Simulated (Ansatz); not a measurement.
SnSe:

```
Sn Se
1.0
     0.00000    3.01000    3.01000
     3.01000    0.00000    3.01000
     3.01000    3.01000    0.00000
Sn Se
1 1
Direct
  0.00000 0.00000 0.00000
  0.50000 0.50000 0.50000
```

Measurements of this composition are mostly on another form, of space group No. 62.

Base run:

- Program: Ansatz 0.2.0
- Functional: PBE0
- Potentials or basis: all-electron PAW datasets made for the crystal
- Cutoff: 270 eV (chosen from the basis error)
- k mesh: 6 × 6 × 6
- Occupations: fermi-dirac, width 0.05 eV
- Spin: no spin polarisation

Its results: band gap on the k mesh 0.63 eV, direct; pressure -0.5 GPa.

The run is repeated on the same cell with these changes: functional from PBE0 to PBE; cutoff from 270 eV (chosen from the basis error) to 240 eV (chosen from the basis error). What comes out?

Band gap on the k mesh 0.58 eV, direct; pressure 0.6 GPa.

PBE0 gives the wider gap, since exact exchange removes part of the self-interaction.

Caveats: spin-orbit coupling is left out, which moves the levels of the heavy elements.

A k mesh can miss the band edges.
